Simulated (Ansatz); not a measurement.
**Effective masses and thermopower of AlSb under load (space group Imm2)**

Given:

```
AlSb
1.0
    0.01923     3.10648     3.07182
    3.10648     0.01923     3.07182
    3.12571     3.12571     0.00000
Al Sb
1 1
Direct
  0.99910   0.99910   0.00090
  0.75090   0.75090   0.74910
```

All values below come from r2SCAN with spin-orbit coupling, rigid bands (plane waves, PAW; Ansatz, a program for electronic structure). Condition of this run: uniaxial stress along [110] of -1 GPa (compression positive) (the target of the relaxation). How the cell was made: cell and atoms relaxed with r2SCAN, then loaded as said.

```
Quantity                                                                                                                                                           Value
---------------------------------------------------------------------------------------------------------------------------------------  -------------------------------
band gap                                                                                                                                                         1.21 eV
electron conductivity mass (300 K, dilute)                                                                                               0.25 (x), 0.25 (y), 1.52 (z) mₑ
hole conductivity mass (300 K, dilute)                                                                                                   0.37 (x), 0.37 (y), 0.36 (z) mₑ
effective density of states N_c (300 K)                                                                                                                      1.6e19 cm⁻³
effective density of states N_v (300 K)                                                                                                                      5.6e18 cm⁻³
density-of-states mass, electrons                                                                                                                                0.75 mₑ
density-of-states mass, holes                                                                                                                                    0.37 mₑ
Seebeck coefficient, n-type 1e19 cm⁻³, 300 K                                                                                                                   -296 μV/K
Seebeck coefficient, p-type 1e19 cm⁻³, 300 K                                                                                                                    222 μV/K
best p-type power factor at 300 K for τ = 10 fs (best axis; densities from 1e16 to 1e21 cm⁻³ tried, whether or not they can be reached)      5.3 μW/(cm·K²) at 1e20 cm⁻³
```

Rigid bands; masses and Seebeck coefficients take one relaxation time τ for all states and one kind of carrier; polarons and phonon drag are left out.
